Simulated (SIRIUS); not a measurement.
BAs:

```
As B
1.0
     0.00000    2.38850    2.38850
     2.38850    0.00000    2.38850
     2.38850    2.38850    0.00000
As B
1 1
Direct
  0.75000 0.75000 0.75000
  0.00000 0.00000 0.00000
```

Base run:

- Program: SIRIUS 7.12.0
- Functional: PBEsol
- Potentials or basis: all-electron FP-LAPW
- Cutoff: 228 eV
- Basis: apw+lo standard
- k mesh: 10 × 10 × 10
- Occupations: fermi-dirac, width 0.05 eV
- Spin: no spin polarisation

Its results: band gap on the k mesh 1.09 eV, indirect (least direct gap 3.24 eV).

Problem. The run is repeated on the same cell with these changes: functional from PBEsol to PBE. What comes out?

Solution. Band gap on the k mesh 1.19 eV, indirect (least direct gap 3.28 eV).

A k mesh can miss the band edges.

Not every run made on this cell is shown here.
